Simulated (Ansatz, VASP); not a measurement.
**Cd: VASP beside Ansatz**

```
CELL_PARAMETERS angstrom
0.00000 2.28857 2.28857
2.28857 0.00000 2.28857
2.28857 2.28857 0.00000
ATOMIC_POSITIONS crystal
Cd 0.00000 0.00000 0.00000
```

Alike in both runs: task single point; functional revPBE; k mesh 13 × 13 × 13; occupations fermi-dirac, width 0.1 eV; no spin polarisation.

|  | VASP | Ansatz |
| --- | --- | --- |
| version | VASP 6.6.1 | Ansatz 0.2.0 |
| potentials or method | VASP PAW PBE potentials, release 64 (Cd) | plane waves (420 eV) with PAW, scalar-relativistic |
| plane-wave cutoff (eV) | 520 | 420 |
| valence electrons in the cell | 12 | 20 |

VASP gave:

* pressure (GPa): 0.1

Q: Estimate Ansatz's values.

A: Pressure (GPa): -0.1.

The two sets of potentials don't hold the same shells in valence.

Caveats: the PAW data sets were made with another functional, which shifts forces and pressure a little (VASP).
